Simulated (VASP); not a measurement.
# AlP in VASP: work function with PBE

Aim: the work function of AlP with PBE.

All numbers are computed with VASP 6.6.1; they aren't measurements. Logs are shortened: lines on timing, memory, paths and dates and some standing lists are left out, and cuts for length are marked.

### Step 1. The cell of the first run

The cell holds a slab with vacuum, 8 atoms: a = 3.854 Å, b = 3.854 Å, c = 25.228 Å, α = 90.00°, β = 90.00°, γ = 120.00°.

### Step 2. Work function, PBE (the (1 1 1) slab of AlP, cut from the database cell, not relaxed)

The input, INCAR:

```
SYSTEM = AlP
PREC     = Accurate       ! precision mode
ENCUT    = 520            ! plane-wave cutoff, eV
EDIFF    = 1E-6           ! SCF threshold, eV
ISMEAR   = 0              ! smearing method
SIGMA    = 0.05           ! smearing width, eV
LREAL    = .False.        ! projectors in reciprocal space
LASPH    = .True.         ! aspherical terms in the spheres
NELM     = 60             ! most SCF steps
ALGO     = Fast           ! electronic algorithm
ISIF     = 2              ! what is computed and relaxed
LWAVE    = .False.        ! write WAVECAR
LCHARG   = .True.         ! write CHGCAR
LDIPOL   = .True.       
IDIPOL   = 3            
DIPOL    = 0.5 0.5 0.500
GGA      = PE             ! functional
LELF     = .True.         ! ELF
LVHAR    = .True.       
LVACPOTAV= .True.
```

The input, KPOINTS:

```
regular mesh
0
Gamma
  8 8 1
  0 0 0
```

The input, POSCAR:

```
AlP
1.0
    3.8544390642      0.0000000000      0.0000000000
   -1.9272195321      3.3380421470      0.0000000000
    0.0000000000      0.0000000000     25.2281930314
P Al
4 4
Direct
    0.0000000000      0.0000000000      0.2972864521
    0.3333333333      0.6666666667      0.4220332508
    0.6666666667      0.3333333333      0.5467800495
    0.0000000000      0.0000000000      0.6715268482
    0.3333333333      0.6666666667      0.3284731518
    0.6666666667      0.3333333333      0.4532199505
    0.0000000000      0.0000000000      0.5779667492
    0.3333333333      0.6666666667      0.7027135479
```

Potentials or basis: VASP PAW PBE potentials, release 64 (P, Al).

Launch:

```console
> cat potpaw_PBE.64/P/POTCAR potpaw_PBE.64/Al/POTCAR > POTCAR
> mpirun -np 1 vasp_std > vasp.out
```

OUTCAR:

```text
SYSTEM = AlP
   PREC = Accurate
   ENCUT = 520
   EDIFF = 1E-6
   ISMEAR = 0
   LREAL = .False.
   LASPH = .True.
   NELM = 60
   ISIF = 2
   GGA = PE

 ion  position               nearest neighbor table
   1  0.000  0.000  0.297-   5 2.36   5 2.36   5 2.36
   2  0.333  0.667  0.422-   5 2.36   6 2.36   6 2.36   6 2.36
   3  0.667  0.333  0.547-   6 2.36   7 2.36   7 2.36   7 2.36
   4  0.000  0.000  0.672-   7 2.36   8 2.36   8 2.36   8 2.36
   5  0.333  0.667  0.328-   2 2.36   1 2.36   1 2.36   1 2.36
   6  0.667  0.333  0.453-   3 2.36   2 2.36   2 2.36   2 2.36
   7  0.000  0.000  0.578-   4 2.36   3 2.36   3 2.36   3 2.36
   8  0.333  0.667  0.703-   4 2.36   4 2.36   4 2.36

  LATTYP: Found a hexagonal cell.
 ALAT       =     3.8544390642
 C/A-ratio  =     6.5452307356

  Lattice vectors:

 A1 = (   3.8544390642,   0.0000000000,   0.0000000000)
 A2 = (  -1.9272195321,   3.3380421470,   0.0000000000)
 A3 = (   0.0000000000,   0.0000000000,  25.2281930314)

Analysis of symmetry for initial positions (statically):
=====================================================================
 Subroutine PRICEL returns:
 Original cell was already a primitive cell.

 Routine SETGRP: Setting up the symmetry group for a
 hexagonal supercell.

 Subroutine GETGRP returns: Found  6 space group operations
 (whereof  6 operations were pure point group operations)
 out of a pool of 24 trial point group operations.

The static configuration has the point symmetry C_3v.

Analysis of symmetry for dynamics (positions and initial velocities):
=====================================================================
 Subroutine PRICEL returns:
 Original cell was already a primitive cell.

 Routine SETGRP: Setting up the symmetry group for a
 hexagonal supercell.

 Subroutine GETGRP returns: Found  6 space group operations
 (whereof  6 operations were pure point group operations)
 out of a pool of 24 trial point group operations.

The dynamic configuration has the point symmetry C_3v.

 Subroutine INISYM returns: Found  6 space group operations
 (whereof  6 operations are pure point group operations),
 and found     1 'primitive' translations

----------------------------------------------------------------------------------------

                                     Primitive cell

  volume of cell :     324.5930

  direct lattice vectors                    reciprocal lattice vectors
     3.854439064  0.000000000  0.000000000     0.259441123  0.149788402  0.000000000
    -1.927219532  3.338042147  0.000000000     0.000000000  0.299576805  0.000000000
     0.000000000  0.000000000 25.228193031     0.000000000  0.000000000  0.039638194

  length of vectors
     3.854439064  3.854439064 25.228193031     0.299576805  0.299576805  0.039638194

  position of ions in fractional coordinates (direct lattice)
     0.000000000  0.000000000  0.297286452
     0.333333333  0.666666667  0.422033251
     0.666666667  0.333333333  0.546780050
     0.000000000  0.000000000  0.671526848
     0.333333333  0.666666667  0.328473152
     0.666666667  0.333333333  0.453219950
     0.000000000  0.000000000  0.577966749
     0.333333333  0.666666667  0.702713548

  ion indices of the primitive-cell ions
   primitive index   ion index
                 1           1
                 2           2
                 3           3
                 4           4
                 5           5
                 6           6
                 7           7
                 8           8

----------------------------------------------------------------------------------------

 KPOINTS: regular mesh

Automatic generation of k-mesh.
 Grid dimensions read from file:
 generate k-points for:    8    8    1

 Generating k-lattice:

  Cartesian coordinates                     Fractional coordinates (reciprocal lattice)
     0.032430140  0.018723550  0.000000000     0.125000000  0.000000000  0.000000000
     0.000000000  0.037447101  0.000000000     0.000000000  0.125000000  0.000000000
     0.000000000  0.000000000  0.039638194     0.000000000  0.000000000  1.000000000

  Length of vectors
     0.037447101  0.037447101  0.039638194

  Shift w.r.t. Gamma in fractional coordinates (k-lattice)
     0.000000000  0.000000000  0.000000000

 Subroutine IBZKPT returns following result:
 ===========================================

 Found     10 irreducible k-points:

 Following reciprocal coordinates:
            Coordinates               Weight
  0.000000  0.000000  0.000000      1.000000
  0.125000  0.000000  0.000000      6.000000
  0.250000  0.000000  0.000000      6.000000
  0.375000  0.000000  0.000000      6.000000
  0.500000  0.000000  0.000000      3.000000
  0.125000  0.125000  0.000000      6.000000
  0.250000  0.125000  0.000000     12.000000
  0.375000  0.125000  0.000000     12.000000
  0.250000  0.250000  0.000000      6.000000
  0.375000  0.250000  0.000000      6.000000
   k-points           NKPTS =     10   k-points in BZ     NKDIM =     10   number of bands    NBANDS=     21
   number of dos      NEDOS =    301   number of ions     NIONS =      8
   total plane-waves  NPLWV = 172800
   dimension x,y,z NGX =    30 NGY =   30 NGZ =  192
   dimension x,y,z NGXF=    60 NGYF=   60 NGZF=  384
   ions per type =               4   4
   NGX,Y,Z   is equivalent  to a cutoff of  12.94, 12.94, 12.65 a.u.
   NGXF,Y,Z  is equivalent  to a cutoff of  25.88, 25.88, 25.30 a.u.
 SYSTEM =  AlP
   PREC   = accura    normal or accurate (medium, high low for compatibility)
   ISTART =      0    job   : 0-new  1-cont  2-samecut
   ICHARG =      2    charge: 1-file 2-atom 10-const
   ISPIN  =      1    spin polarized calculation?
   LNONCOLLINEAR =      F non collinear calculations
   LSORBIT =      F    spin-orbit coupling
   LASPH  =      T    aspherical Exc in radial PAW
   ENCUT  =  520.0 eV  38.22 Ry    6.18 a.u.   7.17  7.17 46.91*2*pi/ulx,y,z
   NELM   =     60;   NELMIN=  2; NELMDL= -5     # of ELM steps
   EDIFF  = 0.1E-05   stopping-criterion for ELM
   LREAL  =      F    real-space projection
   EDIFFG = 0.1E-04   stopping-criterion for IOM
   NSW    =      0    number of steps for IOM
   IBRION =     -1    ionic relax: 0-MD 1-quasi-New 2-CG
   NFREE  =      0    steps in history (QN), initial steepest desc. (CG)
   ISIF   =      2    stress and relaxation
   ISYM   =      2    0-nonsym 1-usesym 2-fastsym
   POTIM  = 0.5000    time-step for ionic-motion
   TEBEG  =    0.0;   TEEND  =   0.0 temperature during run
   PSTRESS=    0.0 pullay stress
   NELECT =      32.0000    total number of electrons
   NUPDOWN=      -1.0000    fix difference up-down
   EMIN   =  10.00;   EMAX   =-10.00  energy-range for DOS
   EFERMI =   0.00;   METHOD = LEGACY
   ISMEAR =     0;   SIGMA  =   0.05  broadening in eV -4-tet -1-fermi 0-gaus
   EFERMI_NEDOS =   21; number of points for ismear=-14 and -15
   IALGO  =     68    algorithm
   IMIX   =      4    mixing-type and parameters
     AMIX     =   0.40;   BMIX     =  1.00
     AMIX_MAG =   1.60;   BMIX_MAG =  1.00
  volume/ion in A,a.u.               =      40.57       273.81
  Fermi-wavevector in a.u.,A,eV,Ry     =   0.756273  1.429148  7.781831  0.571948
  Thomas-Fermi vector in A             =   1.854356
   LORBIT       =      0    0 simple, 1 ext, 2 COOP (PROOUT), +10 PAW based schemes
   GGA     = PE    functional components
   LHFCALC =     F    Hartree Fock is set to
   AEXX    =    0.0000 exact exchange contribution
   IVDW    =     0    specifies the selected vdW correction
   LEPSILON=     F    determine dielectric tensor
   LRPA    =     F    only Hartree local field effects (RPA)
 non-spin polarized calculation
 RMM-DIIS sequential band-by-band and
 Gauss-broadening in eV      SIGMA  =   0.05
  energy-cutoff  :      520.00
  volume of cell :      324.59
 maximum number of plane-waves:      8779
 NGX is ok and might be reduce to    30
   NGX = 15   NGY = 15   NGZ = 93

 dipolmoment           0.000000      0.000000      0.005122 electrons x Angstroem

 number of electron      31.9999998 magnetization

 dipolmoment           0.000000      0.000000     -0.195131 electrons x Angstroem

 Free energy of the ion-electron system (eV)
  ---------------------------------------------------
  ext. energy  EPLUGINS =         0.00000000
  ---------------------------------------------------
  free energy    TOTEN  =       -38.59157663 eV

  energy without entropy =      -38.57589558  energy(sigma->0) =      -38.58373610

 E-fermi :   0.2127     XC(G=0):  -5.2296

 val. band max:        0.1618625439   @ k =   0.3750   0.2500   0.0000
 cond. band min:       0.2161591566   @ k =   0.1250   0.0000   0.0000
 fundamental gap:      0.0542966127
 Fermi energy:         0.2126626677

 k-point     1 :       0.0000    0.0000    0.0000
  band No.  band energies     occupation
      1     -12.3902      2.00000
      2     -11.6074      2.00000
      3     -10.8593      2.00000
      4      -9.6960      2.00000
      5      -5.9244      2.00000
      6      -4.3420      2.00000
[... 13 lines left out ...]
     20       3.2603      0.00000
     21       3.9854      0.00000

 k-point     2 :       0.1250    0.0000    0.0000
  band No.  band energies     occupation
      1     -12.2435      2.00000
      2     -11.4663      2.00000
      3     -10.7231      2.00000
      4      -9.5588      2.00000
      5      -5.8163      2.00000
      6      -4.3044      2.00000
[... 13 lines left out ...]
     20       3.5943      0.00000
     21       4.3818      0.00000
[... 151 lines left out ...]
      5      -6.0242      2.00000
      6      -5.6760      2.00000
[... 13 lines left out ...]
     20       3.5946      0.00000
     21       3.9250      0.00000

 k-point    10 :       0.3750    0.2500    0.0000
  band No.  band energies     occupation
      1     -10.7671      2.00000
      2     -10.1703      2.00000
      3      -9.5218      2.00000
      4      -8.3371      2.00000
      5      -6.2090      2.00000
      6      -5.8558      2.00000
[... 13 lines left out ...]
     20       3.4935      0.00000
     21       3.7800      0.00000

------------------------ aborting loop because EDIFF is reached ----------------------------------------

  FORCE on cell =-STRESS in cart. coord.  units (eV):
  Direction    XX          YY          ZZ          XY          YZ          ZX
  --------------------------------------------------------------------------------------
  -------------------------------------------------------------------------------------
  Total        1.2054424      1.2054424      3.4174372      0.0000000      0.0000000     -0.0000000
  in kB        5.9500129      5.9500129     16.8683255      0.0000000      0.0000000     -0.0000000
  external PRESSURE =       9.5894504 kB  Pullay stress =       0.0000000 kB

 VOLUME and BASIS-vectors are now :
 -----------------------------------------------------------------------------
  energy-cutoff  :      520.00
  volume of cell :      324.59
      direct lattice vectors                 reciprocal lattice vectors
     3.854439064  0.000000000  0.000000000     0.259441123  0.149788402  0.000000000
    -1.927219532  3.338042147  0.000000000     0.000000000  0.299576805  0.000000000
     0.000000000  0.000000000 25.228193031     0.000000000  0.000000000  0.039638194

 POSITION                                       TOTAL-FORCE (eV/Angst)
 -----------------------------------------------------------------------------------
      0.00000      0.00000      7.50000        -0.000000      0.000000      0.070299
     -0.00000      2.22536     10.64714         0.000000     -0.000000      0.617600
      1.92722      1.11268     13.79427         0.000000      0.000000      0.504947
      0.00000      0.00000     16.94141        -0.000000      0.000000      0.826198
     -0.00000      2.22536      8.28678        -0.000000      0.000000     -0.642652
      1.92722      1.11268     11.43392        -0.000000     -0.000000     -0.533220
      0.00000      0.00000     14.58106         0.000000     -0.000000     -0.553965
     -0.00000      2.22536     17.72819        -0.000000      0.000000     -0.289206
 -----------------------------------------------------------------------------------
    total drift:                                0.000000     -0.000000     -0.000000

  FREE ENERGIE OF THE ION-ELECTRON SYSTEM (eV)
  ---------------------------------------------------
  free  energy   TOTEN  =       -38.5915766290 eV

  energy  without entropy=      -38.5758955763  energy(sigma->0) =      -38.58373610

 vacuum level on the upper side and lower side of the slab         3.730         6.474
```

Run time: 4.9 min. Hardware: 1 thread of Intel Xeon Platinum 8488C (Sapphire Rapids), shared host; peak memory 0.44 GiB.

What came out:

| Property | Result |
| --- | --- |
| Free energy | -38.5916 eV |
| Largest force | 0.826 eV/Å |
| Band gap on the k mesh | none (metal or under the smearing width) |
| Work function of the upper face | 3.52 eV |
| Work function of the lower face | 6.26 eV |

Forces in eV/Å, atoms in the order of the input:
```
P    0.000  0.000  0.070
P    0.000  0.000  0.618
P    0.000  0.000  0.505
P    0.000  0.000  0.826
Al   0.000  0.000 -0.643
Al   0.000  0.000 -0.533
Al   0.000  0.000 -0.554
Al   0.000  0.000 -0.289
```

Levels at points of the mesh, in eV from the Fermi level:
| k point | band 12 | band 13 | band 14 | band 15 | band 16 | band 17 | band 18 | band 19 | band 20 | band 21 |
| --- | --- | --- | --- | --- | --- | --- | --- | --- | --- | --- |
| (0.00, 0.00, 0.00) | -0.78 | -0.78 | -0.45 | 0.19 | 0.19 | 0.23 | 1.69 | 2.37 | 3.05 | 3.77 |
| (0.50, 0.00, 0.00) | -2.52 | -2.15 | -1.83 | -0.83 | -0.29 | 0.05 | 0.90 | 1.76 | 1.98 | 2.77 |
